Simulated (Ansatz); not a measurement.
**Tl under changes of volume**

One of the cells (28.575 Å³/atom); the others are scaled copies at fixed shape and fractional positions:

```
Tl
1.0
     3.45600    0.00000    0.00000
    -1.72800    2.99298    0.00000
     0.00000    0.00000    5.52500
Tl
2
Direct
  0.66667 0.33333 0.75000
  0.33333 0.66667 0.25000
```

* Program: Ansatz 0.2.0
* Functional: PBEsol
* Potentials or basis: all-electron LAPW, scalar-relativistic
* Cutoff: 180 eV (chosen from the basis error)
* Basis error allowed: 0.0005 eV/atom
* k mesh: 9 × 9 × 5
* Occupations: fermi-dirac, width 0.05 eV
* Spin: no spin polarisation

| volume (Å³/atom) | energy over the lowest point (meV/atom) | pressure (GPa) |
| --- | --- | --- |
| 26.860 | 16.24 | 2.9 |
| 27.432 | ? | ? |
| 28.003 | 2.25 | 1.0 |
| 28.575 | 0.00 | 0.2 |
| 29.146 | 0.42 | -0.5 |
| 29.718 | 3.19 | -1.1 |
| 30.289 | 8.03 | -1.6 |

Question: What does the run at 27.432 Å³/atom give?

Answer: Energy over the lowest point 7.53 meV/atom; pressure 1.9 GPa.

Worked out: A Birch-Murnaghan fit of order 3 (a polynomial in V^(-2/3)) to the other rows has its minimum at 28.76 Å³/atom with B0 = V·E''(V) = 36 GPa and B' = 5.4 at fixed shape and positions, which overstates the stiffness. It gives 7.52 meV/atom at 27.432 Å³/atom, against the run's 7.53, and -dE/dV = 1.9 GPa, against 1.9.

Energies are extrapolated to zero smearing.
